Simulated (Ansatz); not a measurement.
Input and command of a plane-wave DFT calculation in Ansatz:

```yaml
crystal:
  lattice:
    - [3.5602834153, 0.0, 0.0]
    - [0.0, -3.5602834153, 0.0]
    - [0.0, 0.0, -3.5602834153]
  atoms:
    - { symbol: C, position: [0.5, 0.0, -0.0210657387] }
    - { symbol: C, position: [0.0, 0.5, 0.0] }
    - { symbol: C, position: [0.0, 0.0, 0.5] }
    - { symbol: C, position: [0.5, 0.5, 0.5] }
    - { symbol: C, position: [0.75, 0.75, 0.75] }
    - { symbol: C, position: [0.25, 0.25, 0.75] }
    - { symbol: C, position: [0.25, 0.75, 0.25] }
    - { symbol: C, position: [0.75, 0.25, 0.25] }
basis:
  ecutwfc: 500
kpoints:
  mp_grid: { grid: [6, 6, 6] }
hamiltonian:
  xc: r2scan
scf:
  occupations: { method: gaussian, width: 0.05 }
output:
  forces: true
  stress: true
  eigenvalues: true
```

```bash
ansatz run input.yaml --threads 1 --pin off --max-ram 2560MiB --backend cpu --events-out ev --progress --plain --runs-dir out
```

Processor: Intel(R) Xeon(R) 6975P-C (Granite Rapids), 1 thread, on a host shared with other jobs.

Question: How long does it run, and how much memory does it take?

Answer: About 5.4 s on 1 thread of Intel(R) Xeon(R) 6975P-C (Granite Rapids), with other jobs on the host, peak memory 0.44 GiB. It solves 24 bands at 52 k points (the mesh reduced by symmetry) with about 1189 plane waves, in 6 SCF iterations.
